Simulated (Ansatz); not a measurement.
From a trial cell to the properties of SrO in the WC-type structure

Method: PBEsol, scalar-relativistic; no spin polarisation; PAW, 420 eV, 10×10×10 k-mesh, Gaussian smearing of 0.05 eV; code Ansatz; PAW files: Ansatz's generated set soft_2.

This is a trial structure; measured cells of the compound in the Crystallography Open Database are in space group Fm-3m (rock salt).

Starting cell:

```
CELL_PARAMETERS angstrom
3.41295 0.00000 0.00000
-1.70647 2.95570 0.00000
0.00000 0.00000 3.33087
ATOMIC_POSITIONS crystal
Sr 0.00000 0.00000 0.00000
O 0.66667 0.33333 0.50000
```

The steps in volume:

```tsv
run	level	k-mesh	kind	V (Å³/atom)	P (GPa)	E − E(final) (meV/atom)	gap on the mesh (eV)
1	PBEsol	10×10×10	cell and atoms relaxed	16.54	0.0	0.0	2.81
```

Cell and atoms are those of this level's equilibrium.

The final structure (symmetry read at 0.01 Å). The structure is hexagonal, space group P-6m2 (No. 187). Conventional cell: a = 3.478 Å, b = 3.478 Å, c = 3.158 Å, α = 90.00°, β = 90.00°, γ = 120.00°. Sr (site symmetry -6m2) is surrounded by 6 O at 2.55 Å. O (site symmetry -6m2) is surrounded by 6 Sr at 2.55 Å. (Neighbours are counted to 15 % beyond the shortest distance.)

```json
{"atom": "Sr", "site": "1a", "symmetry": "-6m2", "x": "0.0000", "y": "0.0000", "z": "0.0000"}
{"atom": "O", "site": "1f", "symmetry": "-6m2", "x": "0.6667", "y": "0.3333", "z": "0.5000"}
```

At the final geometry the gap, band path included, is 2.81 eV. The equation of state gives B0 = 88 GPa and B0′ = 4.5. The elastic tensor is positive definite (smallest eigenvalue 12.1 GPa). Against the elements' standard states, run alike and uncorrected, the formation energy is -2.61 eV/atom. The runs in the table took roughly 0.8 core-minutes.

**Reading the result.**

Formal charges Sr²⁺, O²⁻ balance and leave closed shells on every ion, so a band insulator is expected, and the gap is 2.81 eV.

Shannon's ionic radii give a check on the bond lengths: Sr²⁺ with 6 neighbours 1.18 Å + O²⁻ 1.40 Å = 2.58 Å against a computed mean of 2.55 Å. Sums and bonds agree within 3 %, so ion sizes set the bond lengths.

Kohn–Sham gaps of semilocal functionals lie under measured ones, often by a third or more.
